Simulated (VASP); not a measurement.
# TaAs (Fm-3m) in VASP: notebook

Runs on TaAs. Level: PBE. Tasks: single point.

All numbers are computed with VASP 6.6.1; they aren't measurements. Logs are shortened: lines on timing, memory, paths and dates and some standing lists are left out, and cuts for length are marked.

## Step 1: The crystal as given

It takes space group Fm-3m (No. 225, cubic). Conventional cell: a = 5.149 Å, b = 5.149 Å, c = 5.149 Å, α = 90.00°, β = 90.00°, γ = 90.00°. Ta (site symmetry m-3m) is surrounded by 6 As at 2.57 Å. As (site symmetry m-3m) has 6 Ta at 2.57 Å as nearest neighbours.

The cell was built by a generator and needn't be a form met in nature.

## Step 2: Single point, PBE

File INCAR:

```
  PREC = Accurate
  ENCUT = 520
  EDIFF = 1E-6
  ISMEAR = -1
  SIGMA = 0.0716
  LREAL = False
  LASPH = True
  NELM = 60
  ALGO = Normal
  ISIF = 2
  LWAVE = False
  LCHARG = False
  GGA = PE
  NBANDS = 15
```

File KPOINTS:

```
regular mesh
0
Gamma
  6 6 6
```

File POSCAR:

```
TaAs
1.0
    0.0000000000      2.5744790000      2.5744790000
    2.5744790000      0.0000000000      2.5744790000
    2.5744790000      2.5744790000      0.0000000000
Ta As
1 1
Direct
    0.0000000000      0.0000000000      0.0000000000
    0.5000000000      0.5000000000      0.5000000000
```

Potentials or basis: VASP PAW PBE potentials, release 64 (Ta_pv, As).

Launch:

```
cat potpaw_PBE.64/Ta_pv/POTCAR potpaw_PBE.64/As/POTCAR > POTCAR
mpirun -np 1 vasp_std > vasp.out
```

OUTCAR:

```text
PREC = Accurate
   ENCUT = 520
   EDIFF = 1E-6
   ISMEAR = -1
   LREAL = False
   LASPH = True
   NELM = 60
   ISIF = 2
   GGA = PE

 ion  position               nearest neighbor table
   1  0.000  0.000  0.000-   2 2.57   2 2.57   2 2.57   2 2.57   2 2.57   2 2.57
   2  0.500  0.500  0.500-   1 2.57   1 2.57   1 2.57   1 2.57   1 2.57   1 2.57

  LATTYP: Found a face centered cubic cell.
 ALAT       =     5.1489580000

  Lattice vectors:

 A1 = (   0.0000000000,   2.5744790000,   2.5744790000)
 A2 = (   2.5744790000,   0.0000000000,   2.5744790000)
 A3 = (   2.5744790000,   2.5744790000,   0.0000000000)

Analysis of symmetry for initial positions (statically):
=====================================================================
 Subroutine PRICEL returns:
 Original cell was already a primitive cell.

 Routine SETGRP: Setting up the symmetry group for a
 face centered cubic supercell.

 Subroutine GETGRP returns: Found 48 space group operations
 (whereof 48 operations were pure point group operations)
 out of a pool of 48 trial point group operations.

The static configuration has the point symmetry O_h .

Analysis of symmetry for dynamics (positions and initial velocities):
=====================================================================
 Subroutine PRICEL returns:
 Original cell was already a primitive cell.

 Routine SETGRP: Setting up the symmetry group for a
 face centered cubic supercell.

 Subroutine GETGRP returns: Found 48 space group operations
 (whereof 48 operations were pure point group operations)
 out of a pool of 48 trial point group operations.

The dynamic configuration has the point symmetry O_h .

 Subroutine INISYM returns: Found 48 space group operations
 (whereof 48 operations are pure point group operations),
 and found     1 'primitive' translations

----------------------------------------------------------------------------------------

                                     Primitive cell

  volume of cell :      34.1270

  direct lattice vectors                    reciprocal lattice vectors
     0.000000000  2.574479000  2.574479000    -0.194214053  0.194214053  0.194214053
     2.574479000  0.000000000  2.574479000     0.194214053 -0.194214053  0.194214053
     2.574479000  2.574479000  0.000000000     0.194214053  0.194214053 -0.194214053

  length of vectors
     3.640863118  3.640863118  3.640863118     0.336388607  0.336388607  0.336388607

  position of ions in fractional coordinates (direct lattice)
     0.000000000  0.000000000  0.000000000
     0.500000000  0.500000000  0.500000000

[... 79 lines left out ...]
   NUPDOWN=      -1.0000    fix difference up-down
   EMIN   =  10.00;   EMAX   =-10.00  energy-range for DOS
   EFERMI =   0.00;   METHOD = LEGACY
   ISMEAR =    -1;   SIGMA  =   0.07  broadening in eV -4-tet -1-fermi 0-gaus
   EFERMI_NEDOS =   21; number of points for ismear=-14 and -15
   IALGO  =     38    algorithm
   IMIX   =      4    mixing-type and parameters
     AMIX     =   0.40;   BMIX     =  1.00
     AMIX_MAG =   1.60;   BMIX_MAG =  1.00
  volume/ion in A,a.u.               =      17.06       115.15
  Fermi-wavevector in a.u.,A,eV,Ry     =   1.271790  2.403335 22.006747  1.617450
  Thomas-Fermi vector in A             =   2.404704
   LORBIT       =      0    0 simple, 1 ext, 2 COOP (PROOUT), +10 PAW based schemes
   GGA     = PE    functional components
   LHFCALC =     F    Hartree Fock is set to
   AEXX    =    0.0000 exact exchange contribution
   IVDW    =     0    specifies the selected vdW correction
   LEPSILON=     F    determine dielectric tensor
   LRPA    =     F    only Hartree local field effects (RPA)
 non-spin polarized calculation
  energy-cutoff  :      520.00
  volume of cell :       34.13
 maximum number of plane-waves:       941
   NGX = 13   NGY = 13   NGZ = 13

 number of electron      16.0000002 magnetization

 Free energy of the ion-electron system (eV)
  ---------------------------------------------------
  ext. energy  EPLUGINS =         0.00000000
  ---------------------------------------------------
  free energy    TOTEN  =       -16.29307350 eV

  energy without entropy =      -16.25372074  energy(sigma->0) =      -16.27339712

 E-fermi :   7.8956     XC(G=0): -11.9826

 val. band max:        7.8842666027   @ k =  -0.3333   0.3333   0.1667
 cond. band min:       7.9111389084   @ k =   0.3333   0.0000   0.0000
 fundamental gap:      0.0268723057
 Fermi energy:         7.8956077127

 k-point     1 :       0.0000    0.0000    0.0000
  band No.  band energies     occupation
      1     -27.6038      2.00000
      2     -27.6038      2.00000
      3     -27.6038      2.00000
      4      -6.8024      2.00000
      5       6.1115      2.00000
      6       6.1115      2.00000
      7       6.1115      2.00000
      8       6.9374      2.00000
      9       6.9374      2.00000
     10       7.5353      1.98704
     11       7.5353      1.98704
     12       7.5353      1.98704
     13      12.3647      0.00000
     14      15.1997      0.00000
[... 257 lines left out ...]
      2     -27.6854      2.00000
      3     -27.6637      2.00000
      4      -4.4114      2.00000
      5       2.3152      2.00000
      6       2.9635      2.00000
      7       3.0372      2.00000
      8       7.2469      1.99977
      9       8.7043      0.00002
     10       9.2412      0.00000
     11       9.6971      0.00000
     12      10.7312      0.00000
     13      14.6908      0.00000
     14      18.1414      0.00000
     15      18.3662      0.00000

------------------------ aborting loop because EDIFF is reached ----------------------------------------

  FORCE on cell =-STRESS in cart. coord.  units (eV):
  Direction    XX          YY          ZZ          XY          YZ          ZX
  --------------------------------------------------------------------------------------
  -------------------------------------------------------------------------------------
  Total        2.8846819      2.8846819      2.8846819      0.0000000     -0.0000000      0.0000000
  in kB      135.4286218    135.4286218    135.4286218      0.0000000     -0.0000000      0.0000000
  external PRESSURE =     135.4286218 kB  Pullay stress =       0.0000000 kB

 VOLUME and BASIS-vectors are now :
 -----------------------------------------------------------------------------
  energy-cutoff  :      520.00
  volume of cell :       34.13
      direct lattice vectors                 reciprocal lattice vectors
     0.000000000  2.574479000  2.574479000    -0.194214053  0.194214053  0.194214053
     2.574479000  0.000000000  2.574479000     0.194214053 -0.194214053  0.194214053
     2.574479000  2.574479000  0.000000000     0.194214053  0.194214053 -0.194214053

 POSITION                                       TOTAL-FORCE (eV/Angst)
 -----------------------------------------------------------------------------------
      0.00000      0.00000      0.00000        -0.000000      0.000000      0.000000
      2.57448      2.57448      2.57448         0.000000      0.000000      0.000000
 -----------------------------------------------------------------------------------
    total drift:                               -0.000000      0.000000      0.000000

  FREE ENERGIE OF THE ION-ELECTRON SYSTEM (eV)
  ---------------------------------------------------
  free  energy   TOTEN  =       -16.2930734954 eV

  energy  without entropy=      -16.2537207374  energy(sigma->0) =      -16.27339712
```

OSZICAR:

```text
N       E                     dE             d eps       ncg     rms          rms(c)
DAV:   1     0.868972840429E+02    0.86897E+02   -0.80205E+03   480   0.101E+03
DAV:   2    -0.148747618113E+02   -0.10177E+03   -0.96168E+02   627   0.259E+02
DAV:   3    -0.172433538102E+02   -0.23686E+01   -0.23564E+01   599   0.355E+01
DAV:   4    -0.172549022602E+02   -0.11548E-01   -0.11546E-01   557   0.283E+00
DAV:   5    -0.172549899117E+02   -0.87652E-04   -0.87651E-04   620   0.230E-01    0.151E+01
DAV:   6    -0.163319359480E+02    0.92305E+00   -0.13149E+00   522   0.104E+01    0.630E+00
DAV:   7    -0.162993538821E+02    0.32582E-01   -0.14287E-01   543   0.291E+00    0.245E+00
DAV:   8    -0.162935040008E+02    0.58499E-02   -0.11922E-02   515   0.813E-01    0.211E-01
DAV:   9    -0.162930708096E+02    0.43319E-03   -0.13896E-03   529   0.332E-01    0.919E-02
DAV:  10    -0.162930790247E+02   -0.82150E-05   -0.15492E-04   550   0.126E-01    0.118E-02
DAV:  11    -0.162930750863E+02    0.39384E-05   -0.68841E-06   585   0.278E-02    0.885E-03
DAV:  12    -0.162930733636E+02    0.17227E-05   -0.14085E-06   476   0.111E-02    0.133E-03
DAV:  13    -0.162930734954E+02   -0.13178E-06   -0.81319E-08   268   0.289E-03
   1 F= -.16293073E+02 E0= -.16273397E+02  d E =-.393528E-01
```

stdout:

```text
POSCAR found type information on POSCAR TaAs
 POSCAR found :  2 types and       2 ions
 scaLAPACK will be used
 LDA part: xc-table for (Slater+PW92), standard interpolation
 POSCAR, INCAR and KPOINTS ok, starting setup
 FFT: planning ... GRIDC
 FFT: planning ... GRID_SOFT
 FFT: planning ... GRID
 WAVECAR not read
 entering main loop
```

It took 23 s on 1 thread of AMD EPYC, shared host; peak memory 0.12 GiB.

Results:

| Item | Value |
| --- | --- |
| Free energy | -16.2931 eV |
| Pressure | 13.5 GPa |
| Band gap on the k mesh | none (metal or under the smearing width) |

## Step 3: Single point, PBE

File INCAR:

```
SYSTEM = TaAs
PREC = Accurate
ENCUT = 520
EDIFF = 1E-7
ISMEAR = -1
SIGMA = 0.0716
LREAL = .FALSE.
LASPH = .TRUE.
NELM = 100
ALGO = Normal
ISIF = 2
LWAVE = .FALSE.
LCHARG = .TRUE.
GGA = PE
LELF = .TRUE.
LVHAR = .TRUE.
NBANDS = 15
```

File KPOINTS:

```
Automatic mesh
0
G
  6 6 6
  0 0 0
```

POSCAR is that of step 2.

Potentials or basis: VASP PAW PBE potentials, release 64 (Ta_pv, As).

Launch:

```
cat potpaw_PBE.64/Ta_pv/POTCAR potpaw_PBE.64/As/POTCAR > POTCAR
mpirun -np 1 vasp_std > vasp.out
```

It took 30 s on 1 thread of AMD EPYC, shared host; peak memory 0.12 GiB.

Results (log left out):

```yaml
Free_energy: -16.2931 eV
Pressure: 13.5 GPa
Band_gap_on_the_k_mesh: none (metal or under the smearing width)
```

Levels at points of the mesh, in eV from the Fermi level:
```
           k point  band 4  band 5  band 6  band 7  band 8  band 9  band 10  band 11  band 12  band 13
(0.00, 0.00, 0.00)  -14.70   -1.78   -1.78   -1.78   -0.96   -0.96    -0.36    -0.36    -0.36     4.47
(0.50, 0.00, 0.00)  -11.79   -8.27   -4.97   -4.97    0.91    0.91     1.48     2.88     6.55     6.55
(0.50, 0.50, 0.00)  -12.66   -5.71   -3.89   -2.50   -2.50    0.25     1.28     1.80     1.80     4.74
```

The run has no spin-orbit coupling, so splittings on Ta are missing.

## Step 4: Single point, PBE

File INCAR:

```
SYSTEM = TaAs
ALGO = Normal ; EDIFF = 1E-6
ENCUT = 520 ; GGA = PE
ISIF = 2 ; ISMEAR = -1
LASPH = .TRUE. ; LCHARG = .TRUE.
LELF = .TRUE. ; LREAL = .FALSE.
LVHAR = .TRUE. ; LWAVE = .FALSE.
NBANDS = 15 ; NELM = 60
PREC = Accurate ; SIGMA = 0.0716
```

File KPOINTS:

```
Automatic mesh
0
Gamma
  6 6 6
  0.5 0.5 0.5
```

POSCAR is that of step 3.

Launch:

```
cat potpaw_PBE.64/Ta_pv/POTCAR potpaw_PBE.64/As/POTCAR > POTCAR
mpirun -np 1 vasp_std > vasp.out
```

It took 37 s on 1 thread of AMD EPYC, shared host; peak memory 0.13 GiB.

It converged, with:

```yaml
Free_energy: -16.3308 eV
Pressure: 12.8 GPa
Band_gap_on_the_k_mesh: none (metal or under the smearing width)
```

Levels at points of the mesh, in eV from the Fermi level:
| k point | band 6 | band 7 | band 8 | band 9 | band 10 | band 11 |
| --- | --- | --- | --- | --- | --- | --- |
| (0.08, 0.08, 0.08) | -2.08 | -2.08 | -1.42 | -1.42 | -0.28 | 0.79 |
